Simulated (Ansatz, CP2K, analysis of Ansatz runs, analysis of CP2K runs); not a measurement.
# Levels of V_Cl in LiCl (Fm-3m), rung by rung (CP2K and Ansatz), part 2 of 3

Question: at which Fermi levels does V_Cl in LiCl (Fm-3m) change its charge, and how much of the answer depends on the basis, the k-points, the functional and the program? The model is a cell of 64 host atoms with 1 Cl taken out.

CP2K and Ansatz ; CP2K Gaussian and plane waves DFT, PBEsol, SR-DZVP basis, GTH potentials; charged supercells in a uniform background, point-charge correction with alignment at far sites.

So far. Step 3 (Band edges): The gap at this level is 6.28 eV. Step 4 (Relaxing each charge state): Against the host's sites the lattice moves most at charge −1 (0.34 Å); the smallest move among the states is 0.06 Å.

## 5. Corrections and levels

A charged cell interacts with its images and the background. The point-charge term, screened by the static dielectric constant, takes that out, and the potential far from the defect is aligned with the host's. Chemical potentials: Cl (Cl2 molecule) and Li (bcc), run alike.

By state, in eV; the first energy still holds the atoms taken out or put in:

```
charge  moment (μB)  energy over the host, electrons at the valence top  point-charge term  potential shift at far sites  its spread  correction
    −1            0                                             415.121              0.216                        -0.162       0.039       0.377
     0            1                                             410.646              0.000                             -           -       0.000
    +1            0                                             406.322              0.216                        -0.165       0.034       0.051
```

Potentials at atomic sites for charge −1, some of the atoms; distances and the model charge refer to the site on which the defect was built:

```
atom  distance from that site (Å)  potential less the host's (eV)  point-charge model (eV)
Li28                        2.198                           0.553                    0.285
Cl31                        3.601                          -0.151                    0.034
Cl21                        3.609                          -0.173                    0.034
Li57                        4.355                          -0.283                   -0.029
Li49                        4.374                          -0.276                   -0.030
Li59                        5.634                          -0.198                   -0.053
Li17                        5.641                          -0.186                   -0.053
Cl22                        6.204                          -0.249                   -0.081
Cl47                        6.210                          -0.271                   -0.081
Cl46                        7.157                          -0.146                   -0.089
Li34                        7.592                          -0.308                   -0.105
```

Over the charge states the far sites scatter by a standard deviation of up to 0.04 eV about the model once its mean shift is taken off, which is the uncertainty of the alignment.

Limit set by the element alone; other compounds of these elements are not counted. Chemical potentials from the elements' reference states: Cl 0.00 eV, Li -3.84 eV. Formation energies (Cl-rich), with the Fermi level at the valence top and at the conduction bottom (gap 6.28 eV):

```
charge  at valence top (eV)  at conduction bottom (eV)  correction included (eV)
    +1                 0.37                       6.65                      0.05
     0                 4.65                       4.65                      0.00
    −1                 9.50                       3.22                      0.38
```

Fermi level (eV), lowest formation energy (eV) and a bar:
```
     0.00       0.37 
     0.57       0.94 ####
     1.14       1.51 ########
     1.71       2.08 ############
     2.28       2.65 ################
     2.85       3.22 ####################
     3.43       3.80 ########################
     4.00       4.37 ############################
     4.57       4.65 ##############################
     5.14       4.36 ############################
     5.71       3.79 ########################
     6.28       3.22 ####################
```

Limit set by the element alone; other compounds of these elements are not counted. Chemical potentials from the elements' reference states: Li 0.00 eV, Cl -3.84 eV. Formation energy by charge state (Li-rich; gap 6.28 eV):

```
charge  at valence top (eV)  at conduction bottom (eV)  correction included (eV)
    +1                -3.47                       2.81                      0.05
     0                 0.81                       0.81                      0.00
    −1                 5.66                      -0.62                      0.38
```

Fermi level (eV), lowest formation energy (eV) and a bar from the least value:
```
     0.00      -3.47 
     0.57      -2.89 ####
     1.14      -2.32 ########
     1.71      -1.75 ############
     2.28      -1.18 ################
     2.85      -0.61 ####################
     3.43      -0.04 ########################
     4.00       0.53 ############################
     4.57       0.81 ##############################
     5.14       0.52 ############################
     5.71      -0.05 ########################
     6.28      -0.62 ####################
```

So at this level: (+1/0) at 4.27 eV (4.32 without the correction) and (0/−1) at 4.85 eV (4.48 without the correction), in a gap of 6.28 eV. At the zone centre alone a defect band is sampled at one point, which in cells of this size can move these levels by tenths of an eV or more.

## 6. CP2K, HSE06, UZH-DZVP, ADMM, with orbitals at the vacancy, Γ

PBEsol makes the gap too small and spreads bound carriers. HSE06 mixes in exact exchange, which the auxiliary density matrix method (ADMM) makes affordable here, with the basis and potentials made for hybrids (UZH-DZVP); a short PBE run supplies the starting orbitals and screens the integrals. The structures are kept, so only the electrons respond.

The input, defect.inp:

```
&GLOBAL
  PROJECT defect
  RUN_TYPE ENERGY
  PRINT_LEVEL LOW
&END GLOBAL
&FORCE_EVAL
  METHOD QS
  &DFT
    BASIS_SET_FILE_NAME BASIS_MOLOPT_UZH
    BASIS_SET_FILE_NAME BASIS_ADMM_UZH
    POTENTIAL_FILE_NAME POTENTIAL_UZH
    CHARGE 1
    &AUXILIARY_DENSITY_MATRIX_METHOD
      ADMM_TYPE ADMM2
      EXCH_CORRECTION_FUNC PBEX
    &END AUXILIARY_DENSITY_MATRIX_METHOD
    WFN_RESTART_FILE_NAME start-RESTART.wfn
    &MGRID
      CUTOFF 500
      REL_CUTOFF 45
      NGRIDS 5
    &END MGRID
    &QS
      METHOD GPW
      MIN_PAIR_LIST_RADIUS -1
      EPS_DEFAULT 1.0E-10
    &END QS
    &SCF
      SCF_GUESS RESTART
      EPS_SCF 1.0E-6
      MAX_SCF 16
      &OT ON
        MINIMIZER DIIS
        PRECONDITIONER FULL_SINGLE_INVERSE
        ENERGY_GAP 0.001
      &END OT
      &OUTER_SCF ON
        EPS_SCF 1.0E-6
        MAX_SCF 12
      &END OUTER_SCF
    &END SCF
    &XC
      &XC_FUNCTIONAL
        &HYB_GGA_XC_HSE06
        &END HYB_GGA_XC_HSE06
      &END XC_FUNCTIONAL
      &HF
        FRACTION 0.25
        &SCREENING
          EPS_SCHWARZ 1.0E-6
          SCREEN_ON_INITIAL_P T
        &END SCREENING
        &MEMORY
          MAX_MEMORY 1265
        &END MEMORY
        &INTERACTION_POTENTIAL
          POTENTIAL_TYPE SHORTRANGE
          OMEGA 0.11
        &END INTERACTION_POTENTIAL
      &END HF
    &END XC
    &PRINT
      &MULLIKEN ON
        &EACH
          QS_SCF 0
          GEO_OPT 0
          CELL_OPT 0
          MD 0
        &END EACH
        ADD_LAST NUMERIC
      &END MULLIKEN
      &MO_CUBES ON
        NHOMO 8
        NLUMO 5
        WRITE_CUBE F
        &EACH
          QS_SCF 0
          GEO_OPT 0
          CELL_OPT 0
          MD 0
        &END EACH
        ADD_LAST NUMERIC
      &END MO_CUBES
      &E_DENSITY_CUBE ON
        STRIDE 2 2 2
        &EACH
          QS_SCF 0
          GEO_OPT 0
          CELL_OPT 0
          MD 0
        &END EACH
        ADD_LAST NUMERIC
      &END E_DENSITY_CUBE
      &V_HARTREE_CUBE ON
        STRIDE 2 2 2
        &EACH
          QS_SCF 0
          GEO_OPT 0
          CELL_OPT 0
          MD 0
        &END EACH
        ADD_LAST NUMERIC
      &END V_HARTREE_CUBE
    &END PRINT
  &END DFT
  &SUBSYS
    &CELL
      A 10.1294427933 0.0000000000 -0.0000000000
      B 0.0000000000 10.1294427933 -0.0000000000
      C 0.0000000000 0.0000000000 10.1294427933
      PERIODIC XYZ
    &END CELL
    &COORD
      Li  -0.0054990000 0.0026000000 0.0008200000
      Li  -0.0004170000 2.5406540000 2.5273420000
[... 9 atom lines left out ...]
      Li  2.5212930000 2.3039510000 5.0472460000
[... 6 atom lines left out ...]
      Li  2.5292600000 5.0633380000 2.3173670000
[... 5 atom lines left out ...]
      Li  -0.2237670000 5.0470790000 5.0705570000
[... 1 atom line left out ...]
      Li  2.5355470000 5.0522000000 7.8046440000
      Li  2.5192690000 7.7948180000 5.0534800000
[... 27 atom lines left out ...]
      Li  5.2649820000 5.0602160000 5.0674530000
[... 6 atom lines left out ...]
      Cl  7.5960950000 7.5820000000 7.5795090000
      Clg 2.5329853600 5.0626247975 5.0660811100
    &END COORD
    &KIND Clg
      ELEMENT Cl
      BASIS_SET DZVP-MOLOPT-PBE0-GTH-q7
      BASIS_SET AUX_FIT admm-dz-q7
      GHOST T
    &END KIND
    &KIND Li
      BASIS_SET DZVP-MOLOPT-PBE0-GTH-q3
      POTENTIAL GTH-PBE0-q3
      BASIS_SET AUX_FIT admm-dz-q3
    &END KIND
    &KIND Cl
      BASIS_SET DZVP-MOLOPT-PBE0-GTH-q7
      POTENTIAL GTH-PBE0-q7
      BASIS_SET AUX_FIT admm-dz-q7
    &END KIND
    &PRINT
      &ATOMIC_COORDINATES ON
      &END ATOMIC_COORDINATES
      &CELL ON
      &END CELL
    &END PRINT
  &END SUBSYS
  &PRINT
    &FORCES ON
    &END FORCES
  &END PRINT
&END FORCE_EVAL
```

The input, start.inp:

```
&GLOBAL
  PROJECT start
  RUN_TYPE ENERGY
  PRINT_LEVEL LOW
&END GLOBAL
&FORCE_EVAL
  METHOD QS
  &DFT
    BASIS_SET_FILE_NAME BASIS_MOLOPT_UZH
    BASIS_SET_FILE_NAME BASIS_ADMM_UZH
    POTENTIAL_FILE_NAME POTENTIAL_UZH
    CHARGE 1
    &MGRID
      CUTOFF 500
      REL_CUTOFF 45
      NGRIDS 5
    &END MGRID
    &QS
      METHOD GPW
      EPS_DEFAULT 1.0E-10
    &END QS
    &SCF
      SCF_GUESS ATOMIC
      EPS_SCF 1.0E-4
      MAX_SCF 16
      &OT ON
        MINIMIZER DIIS
        PRECONDITIONER FULL_ALL
        ENERGY_GAP 0.001
      &END OT
      &OUTER_SCF ON
        EPS_SCF 1.0E-4
        MAX_SCF 12
      &END OUTER_SCF
    &END SCF
    &XC
      &XC_FUNCTIONAL PBE
      &END XC_FUNCTIONAL
    &END XC
    &PRINT
      &MULLIKEN ON
        &EACH
          QS_SCF 0
          GEO_OPT 0
          CELL_OPT 0
          MD 0
        &END EACH
        ADD_LAST NUMERIC
      &END MULLIKEN
      &MO_CUBES ON
        NHOMO 8
        NLUMO 5
        WRITE_CUBE F
        &EACH
          QS_SCF 0
          GEO_OPT 0
          CELL_OPT 0
          MD 0
        &END EACH
        ADD_LAST NUMERIC
      &END MO_CUBES
    &END PRINT
  &END DFT
  &SUBSYS
    &CELL
      A 10.1294427933 0.0000000000 -0.0000000000
      B 0.0000000000 10.1294427933 -0.0000000000
      C 0.0000000000 0.0000000000 10.1294427933
      PERIODIC XYZ
    &END CELL
    &COORD
      Li  -0.0054990000 0.0026000000 0.0008200000
      Li  -0.0004170000 2.5406540000 2.5273420000
[... 9 atom lines left out ...]
      Li  2.5212930000 2.3039510000 5.0472460000
[... 6 atom lines left out ...]
      Li  2.5292600000 5.0633380000 2.3173670000
[... 5 atom lines left out ...]
      Li  -0.2237670000 5.0470790000 5.0705570000
[... 1 atom line left out ...]
      Li  2.5355470000 5.0522000000 7.8046440000
      Li  2.5192690000 7.7948180000 5.0534800000
[... 27 atom lines left out ...]
      Li  5.2649820000 5.0602160000 5.0674530000
[... 6 atom lines left out ...]
      Cl  7.5960950000 7.5820000000 7.5795090000
      Clg 2.5329853600 5.0626247975 5.0660811100
    &END COORD
    &KIND Clg
      ELEMENT Cl
      BASIS_SET DZVP-MOLOPT-PBE0-GTH-q7
      GHOST T
    &END KIND
    &KIND Li
      BASIS_SET DZVP-MOLOPT-PBE0-GTH-q3
      POTENTIAL GTH-PBE0-q3
    &END KIND
    &KIND Cl
      BASIS_SET DZVP-MOLOPT-PBE0-GTH-q7
      POTENTIAL GTH-PBE0-q7
    &END KIND
    &PRINT
      &ATOMIC_COORDINATES ON
      &END ATOMIC_COORDINATES
      &CELL ON
      &END CELL
    &END PRINT
  &END SUBSYS
  &PRINT
    &FORCES ON
    &END FORCES
  &END PRINT
&END FORCE_EVAL
```

On the command line:

```
$ OMP_NUM_THREADS=1 cp2k.psmp -i start.inp -o start.out
$ OMP_NUM_THREADS=1 cp2k.psmp -i defect.inp -o defect.out
```

Run time: 16 min. Hardware: 1 thread of Arm Neoverse V1, shared host; peak memory 1.6 GiB.

By state, in eV; the first energy still holds the atoms taken out or put in:

```
charge  moment (μB)  energy over the host, electrons at the valence top  point-charge term  potential shift at far sites  its spread  correction
    −1            0                                             417.800              0.216                        -0.169       0.039       0.385
     0            1                                             412.328              0.000                             -           -       0.000
    +1            0                                             406.912              0.216                        -0.162       0.034       0.053
```

Against the first level the gap goes from 6.28 to 7.85 eV, and the level that moves most, (+1/0), from 4.27 to 5.36 eV; counted from the conduction bottom it moves by 0.48 eV, so it follows the conduction band more closely, by this count alone (no common zero is set between the two levels of method).

## 7. Ansatz, plane waves, PBEsol, Γ

To see what the orbital basis costs in accuracy, the cells go to a plane-wave program with the same functional and are relaxed once more there. Basis and potentials change, and the atoms may shift. The defect cells stay at the zone centre alone.

The input, input.yaml:

```yaml
crystal:
  lattice:
    - [10.1294427933, 0.0, 0.0]
    - [0.0, 10.1294427933, 0.0]
    - [0.0, 0.0, 10.1294427933]
  atoms:
    - { symbol: Li, position: [0.0012830913, 0.0005966765, 2.3693e-06] }
    - { symbol: Li, position: [0.0017848958, 0.2519692398, 0.2510628721] }
[... 9 atom lines left out ...]
    - { symbol: Li, position: [0.2493432316, 0.277795537, 0.499011555] }
[... 6 atom lines left out ...]
    - { symbol: Li, position: [0.2495071103, 0.4991558868, 0.2831023442] }
[... 5 atom lines left out ...]
    - { symbol: Li, position: [0.0275071399, 0.4987730424, 0.5002069811] }
[... 1 atom line left out ...]
    - { symbol: Li, position: [0.2491418385, 0.4983047047, 0.7171955208] }
    - { symbol: Li, position: [0.2491715538, 0.716760255, 0.4992475009] }
[... 27 atom lines left out ...]
    - { symbol: Li, position: [0.4689475124, 0.4991184711, 0.4995790098] }
[... 6 atom lines left out ...]
    - { symbol: Cl, position: [0.750124183, 0.7510661895, 0.7507893726] }
total_charge: -1
basis:
  ecutwfc: 420
  xc_grid: 2
hamiltonian:
  xc: pbesol
  pseudopotentials: { kind: paw, azcp: { folder: soft_1 }, xc_functional: pbe }
kpoints:
  mp_grid: { grid: [1, 1, 1] }
scf:
  occupations: { method: fermi_dirac, width: 0.01 }
  max_iter: 200
output:
  forces: true
  eigenvalues: unsolved
  write_density: true
  write_potential: true
  volumetric_format: npy
relax:
  f_tol: 0.04
  max_steps: 70
```

On the command line:

```
$ ansatz run input.yaml --threads 1 --pin off --max-ram 2590MiB --backend cpu --events-out ev --progress --plain --runs-dir out
```

Elapsed: 34 s, on 1 thread; peak memory 0.93 GiB.

```
charge  moment (μB)    outcome  structures computed  largest displacement of a host atom from its site (Å)  lowest empty less highest filled level (eV)  time
    −1            0  converged                    2                                                   0.34                                         2.16  34 s
    +1            0  converged                    2                                                   0.23                                         5.28  42 s
     0            1  converged                    2                                                   0.03                                         1.15  82 s
```

The new relaxations moved atoms by at most 0.03 Å, in some state over 40 % of the displacement around the defect, so the programs differ in part on that structure.

By state, in eV; the first energy still holds the atoms taken out or put in:

```
charge  moment (μB)  energy over the host, electrons at the valence top  point-charge term  potential shift at far sites  its spread  correction
    −1            0                                             1069.68              0.216                        -0.175       0.036       0.391
     0            1                                             1065.20              0.000                             -           -       0.000
    +1            0                                             1060.87              0.216                        -0.205       0.030       0.011
```

Against the first level the gap goes from 6.28 to 6.35 eV, and the level that moves most, (+1/0), from 4.27 to 4.31 eV.

[end of part 2 of 3]

[Logs are printed without paths, hosts, clocks, repeated set-up lines and the standing remarks that a program may print on its own settings, such as how far it seeks lower states.]

[Hosts, paths, dates, database ids (printed as entryN), source tags and the programs' standing remarks are cut or masked in the printed files.]

[For some hosts the program warned that the k-mesh of the response run may be too coarse for force constants and the static dielectric constant; such warnings are not shown here.]

[Charge tables in the logs are Mulliken or Hirshfeld populations, whose sizes and signs can differ; where basis functions stand at a vacancy, SIESTA counts their charge against the missing atom's valence.]

[In relaxation paths of CP2K, step 0 can be the structure after the first move, since the trajectory file begins there, and the last row can be the final structure solved once more.]
